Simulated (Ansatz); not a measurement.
# NiO: the cost of one run

Computed with Ansatz 0.2.0 (DFT PBE, scalar-relativistic, plane waves, PAW, unless a step's input says otherwise).

1 further run of the same task is left out (set aside as unsound or not needed).

## (1) Starting point

The structure is trigonal, space group R3m (No. 160). The conventional cell has a = 8.489 Å, b = 8.489 Å, c = 2.785 Å, α = 90.00°, β = 90.00°, γ = 120.00°. Ni (site symmetry m) is surrounded by 5 O at 2.00 to 2.09 Å and 2 Ni at 2.24 Å. O (site symmetry m) has 5 Ni at 2.00 to 2.09 Å as nearest neighbours.

Coordinates:

```
CELL_PARAMETERS angstrom
4.24427 2.45043 0.92845
-4.24427 2.45043 0.92845
0.00000 -4.90086 0.92845
ATOMIC_POSITIONS crystal
Ni 0.66008 0.39589 0.39589
Ni 0.39589 0.39589 0.66008
Ni 0.39589 0.66008 0.39589
O 0.78367 0.11995 0.11995
O 0.11995 0.11995 0.78367
O 0.11995 0.78367 0.11995
```

## (2) S -> O on all its sites, cell and atoms relaxed

File input.yaml:

```yaml
crystal:
  lattice:
    - [4.2442730883, 2.45043221, 0.9284545775]
    - [-4.2442730883, 2.45043221, 0.9284545775]
    - [0.0, -4.90086442, 0.9284545776]
  atoms:
    - { symbol: Ni, position: [0.6600763455, 0.3958857018, 0.3958857018], spin: 0.97 }
    - { symbol: Ni, position: [0.3958857018, 0.3958857018, 0.6600763455], spin: 0.97 }
    - { symbol: Ni, position: [0.3958857018, 0.6600763455, 0.3958857018], spin: 0.97 }
    - { symbol: O, position: [0.7836676902, 0.1199537871, 0.1199537871], spin: 0.18 }
    - { symbol: O, position: [0.1199537871, 0.1199537871, 0.7836676902], spin: 0.18 }
    - { symbol: O, position: [0.1199537871, 0.7836676902, 0.1199537871], spin: 0.18 }
basis:
  ecutwfc: 420
kpoints:
  mp_grid: { grid: [9, 9, 9] }
hamiltonian:
  xc: pbe
scf:
  occupations: { method: gaussian, width: 0.1 }
output:
  forces: true
  stress: true
  eigenvalues: true
  populations: true
magnetization:
  spin_polarized: true
relax:
  adjacent_minimum: "off"
  f_tol: 0.05
  max_steps: 60
  cell: { stress_tol: 0.5 }
```

**Question.** How long does this run take on 1 thread of an x86-64 CPU, shared host, and how much memory does it need?

About 5 min, with a peak of 0.7 GiB.
